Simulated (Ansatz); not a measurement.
## Co under changes of volume

One of the cells (10.688 Å³/atom); the others are scaled copies at fixed shape and fractional positions:

```
Co
1.0
     2.47056    0.00000    0.00000
    -1.23528    2.13957    0.00000
     0.00000    0.00000    8.08823
Co
4
Direct
  0.66667 0.33333 0.75000
  0.00000 0.00000 0.50000
  0.33333 0.66667 0.25000
  0.00000 0.00000 0.00000
```

```yaml
Program: Ansatz 0.2.0
Functional: revPBE
Potentials_or_basis: Ansatz PAW
Cutoff: "420 eV (not typed: the program's choice for these potentials)"
k_mesh: 12 × 12 × 4
Occupations: fermi-dirac, width 0.05 eV
Spin: collinear spin, ferromagnetic start
Starting_moments: "[2.0, 2.0, 2.0, 2.0] μB"
```

```csv
volume (Å³/atom),energy over the lowest point (meV/atom),pressure (GPa),moment (μB per cell)
10.047,?,?,?
10.261,50.11,19.5,6.47
10.475,27.68,14.0,6.57
10.688,12.26,9.0,6.65
10.902,3.28,4.5,6.71
11.116,0.00,0.5,6.77
11.330,1.79,-3.1,6.83
```

Q: What does the run at 10.047 Å³/atom give?

A: Energy over the lowest point 80.00 meV/atom; pressure 25.4 GPa; moment 6.33 μB per cell.

Worked out: A Birch-Murnaghan fit of order 3 (a polynomial in V^(-2/3)) to the other rows has its minimum at 11.14 Å³/atom with B0 = V·E''(V) = 197 GPa and B' = 4.6 at fixed shape and positions, which overstates the stiffness. It gives 80.55 meV/atom at 10.047 Å³/atom, against the run's 80.00, and -dE/dV = 26.0 GPa, against 25.4. A parabola through the other rows of the moment, of slope 0.493 μB per Å³/atom there, extrapolates to 6.37 μB, against the run's 6.33.

Energies are extrapolated to zero smearing.

Caveats: the PAW data sets come from PBE, with cores solved anew for the run's functional, which leaves a small shift of forces and pressure.
